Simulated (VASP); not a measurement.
Energy against volume of AlSb (zinc blende). Method: RPBE GGA, VASP's PBE PAW potentials (set 64) (plane waves; VASP 6.6.1).

```
V (Å³/atom)  E (eV/atom)
-----------  -----------
29.118          -3.81075
30.047          -3.82465
30.976          -3.82899
31.906          -3.82524
32.835          -3.81464
```

**Question.** Fit a third-order Birch-Murnaghan equation of state.

**Answer.** 
```
Item                                             Value
---------------------------------------  -------------
volume per atom                          30.98 Å³/atom
bulk modulus                                  463 kbar
pressure derivative of the bulk modulus           4.54
lattice constant a                             6.282 Å
```

Measured: bulk modulus 58.2 GPa (computed value off by -20.4 %), as given by Cormac Toher et al., Physical Review Materials (2017), arXiv:1611.05714; a 6.128 Å (computed value off by +2.5 %), as given by Guo-Xu Zhang et al., New Journal of Physics (2018), doi:10.1088/1367-2630/aac7f0 [thermal expansion removed or low-temperature value; zero-point expansion not removed]. The calculation is for a static lattice, while the measured bulk modulus holds thermal and zero-point effects, which are part of the difference.

The compound is AlSb in the zinc blende structure. It was relaxed first, which changed the volume by +7 %.
